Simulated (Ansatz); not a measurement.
## From a trial cell to the properties of In (fcc)

Level of theory: DFT, HSE06, scalar-relativistic, no spin polarisation; plane waves to 420 eV with PAW datasets (Ansatz 0.2.0), Γ-centred 8×8×8 mesh, 0.05 eV Gaussian smearing. The datasets are Ansatz's generated set soft_2.

At room temperature and ambient pressure In takes another structure.

The first cell:

```xyz
1
Lattice="0.0000 2.3561 2.3561 2.3561 0.0000 2.3561 2.3561 2.3561 0.0000" Properties=species:S:1:pos:R:3 pbc="T T T"
In    0.0000    0.0000    0.0000
```

The steps in volume:

| run | level | k-mesh | kind | V (Å³/atom) | P (GPa) | E − E(final) (meV/atom) | gap on the mesh (eV) |
| --- | --- | --- | --- | --- | --- | --- | --- |
| 1 | PBE | 8×8×8 | fixed cell | 26.16 | 2.1 | – | metal |
| 2 | PBE | 8×8×8 | fixed cell | 26.52 | 1.5 | – | metal |
| 3 | PBE | 8×8×8 | fixed cell | 27.49 | 0.0 | – | metal |
| 4 | HSE06 | 8×8×8 | fixed cell | 27.49 | -1.0 | 2.3 | metal |
| 5 | HSE06 | 8×8×8 | fixed cell | 27.31 | -0.8 | 1.3 | metal |
| 6 | HSE06 | 8×8×8 | fixed cell | 26.78 | 0.0 | 0.0 | metal |

The volume is at zero pressure for this level.

The final structure (symmetry read at 0.01 Å). It takes space group Fm-3m (No. 225, cubic). The conventional cell has a = 4.749 Å, b = 4.749 Å, c = 4.749 Å, α = 90.00°, β = 90.00°, γ = 90.00°. Around In (site symmetry m-3m) lie 12 In at 3.36 Å. (Shells end 15 % past the nearest neighbour.)

- At the final geometry the gap, band path included, is zero (metallic).
- The runs in the table took roughly 3 core-minutes.

**What lies behind the numbers.**

The calculation's cell holds 13 valence electrons, an odd number. Without magnetic order each band takes two, so one stays part-filled and the crystal must be a metal.

Pressures of hybrids are less tightly converged. For a metal under a hybrid functional this mesh is coarse.
